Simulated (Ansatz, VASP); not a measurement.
# C: VASP beside Ansatz

```
C
1.0
     0.00000    1.92607    1.92607
     1.92607    0.00000    1.92607
     1.92607    1.92607    0.00000
C
2
Direct
  0.50000 0.50000 0.50000
  0.75000 0.75000 0.75000
```

Change from the starting cell: strain +0.080 along x and y, +0.080 along z, atoms carried along.

Alike in both runs: task single point; functional PBEsol; k mesh 12 × 12 × 12; occupations gaussian, width 0.05 eV; no spin polarisation.

```csv
,VASP,Ansatz
version,VASP 6.6.1,Ansatz 0.2.0
potentials or method,"VASP PAW PBE potentials, release 64 (C)","scalar-relativistic, plane waves, PAW"
plane-wave cutoff (eV),520,420
valence electrons in the cell,8,8
```

```csv
,VASP,Ansatz,Ansatz less VASP
gap on the k mesh at the Fermi level (eV),3.53,3.54,+0.005
least direct gap on the mesh (eV),4.91,4.91,+0.003
pressure (GPa),-68.7,-69.0,-0.31
```

Caveats: the cell as given lies far from equilibrium; so large a pressure means that the cell lies far from this level's equilibrium, or that cutoff or potentials fall short (VASP); the potentials were made for another functional, which shifts forces and pressure (VASP).
